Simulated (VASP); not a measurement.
# ZnS: relaxed cell and band gap, by functional

ZnS, F-43m (no. 216), 2 atoms in the cell.

| Functional | Volume (Å³/atom) | Change from the starting volume (fraction) | Gap, path and mesh (eV) |
|---|---|---|---|
| XC = PE PW92, XC_C = 1 0 | 20.21 | 0.024 | 2.01 |
| XC = PE PW92, XC_C = 0.75 0.25 | 19.80 | 0.003 | 2.04 |
| XC = PE PW92, XC_C = 0.5 0.5 | 19.40 | -0.017 | 2.07 |
| XC = PE PW92, XC_C = 0.25 0.75 | 19.02 | -0.036 | 2.10 |
| XC = PE PW92, XC_C = 0 1 | 18.66 | -0.054 | 2.14 |
| LDA | 18.63 | -0.056 | 2.15 |
| LDA (PW92) | 18.62 | -0.056 | 2.15 |
| LDA (VWN5) | 18.57 | -0.059 | 2.14 |
| LDA (Hedin-Lundqvist) | 18.64 | -0.055 | 2.14 |
| LDA (Wigner) | 19.15 | -0.029 | 1.93 |
| Slater exchange only | 19.73 | 0.000 | 1.75 |
| PBE exchange only | 23.58 | 0.195 | 1.35 |
| PBE | 20.21 | 0.024 | 2.01 |
| RPBE | 20.96 | 0.063 | 2.02 |

## Input of the first row

INCAR.step1:
```
SYSTEM = ZnS
  ALGO = Normal
  EDIFF = 1E-7
  EDIFFG = -0.005
  ENCUT = 600
  GGA_COMPAT = .False.
  IBRION = 2
  ISIF = 3
  ISMEAR = 0
  LASPH = .True.
  LCHARG = .False.
  LREAL = .False.
  LWAVE = .False.
  NELM = 150
  NSW = 60
  PREC = Accurate
  SIGMA = 0.02
  XC = PE PW92
  XC_C = 1 0
```

INCAR.step2, as INCAR.step1 but for:
```
- NSW = 60
+ NSW = 40
```

INCAR.step3, as INCAR.step2 but for:
```
- EDIFFG = -0.005
- IBRION = 2
- ISIF = 3
- NSW = 40
+ ISIF = 2
+ NBANDS = 16
```

KPOINTS:
```
k-points
0
Gamma
  7 7 7
```

KPOINTS_OPT:
```
path GXWKGLUWLK,UX
8
line-mode
reciprocal
 0.0000000000  0.0000000000  0.0000000000  G
 0.5000000000  0.0000000000  0.5000000000  X

 0.5000000000  0.0000000000  0.5000000000  X
 0.5000000000  0.2500000000  0.7500000000  W

 0.5000000000  0.2500000000  0.7500000000  W
 0.3750000000  0.3750000000  0.7500000000  K

 0.3750000000  0.3750000000  0.7500000000  K
 0.0000000000  0.0000000000  0.0000000000  G

 0.0000000000  0.0000000000  0.0000000000  G
 0.5000000000  0.5000000000  0.5000000000  L

 0.5000000000  0.5000000000  0.5000000000  L
 0.6250000000  0.2500000000  0.6250000000  U

 0.6250000000  0.2500000000  0.6250000000  U
 0.5000000000  0.2500000000  0.7500000000  W

 0.5000000000  0.2500000000  0.7500000000  W
 0.5000000000  0.5000000000  0.5000000000  L

 0.5000000000  0.5000000000  0.5000000000  L
 0.3750000000  0.3750000000  0.7500000000  K

 0.6250000000  0.2500000000  0.6250000000  U
 0.5000000000  0.0000000000  0.5000000000  X
```

POSCAR.step1:
```
ZnS
1.0
    0.0000000000      2.7020000000      2.7020000000
    2.7020000000      0.0000000000      2.7020000000
    2.7020000000      2.7020000000      0.0000000000
Zn S
1 1
Direct
    0.7500000000      0.7500000000      0.7500000000
    0.0000000000      0.0000000000      0.0000000000
```

Commands (each step's output is kept before the next begins):
```
cat potpaw_PBE.64/Zn/POTCAR potpaw_PBE.64/S/POTCAR > POTCAR
cp INCAR.step1 INCAR
cp POSCAR.step1 POSCAR
mpirun -np 1 vasp_std > vasp.out
cp CONTCAR POSCAR
rm WAVECAR CHG
cp INCAR.step2 INCAR
mpirun -np 1 vasp_std > vasp.out
cp CONTCAR POSCAR
rm WAVECAR CHG
cp INCAR.step3 INCAR
mpirun -np 1 vasp_std > vasp.out
```

Changes of the last row against the first:
```
(all steps)
- XC = PE PW92
- XC_C = 1 0
+ GGA = RP
```

VASP 6.6.1 took 59 s on 1 core (Intel Xeon Platinum 8488C (Sapphire Rapids)), a shared host.
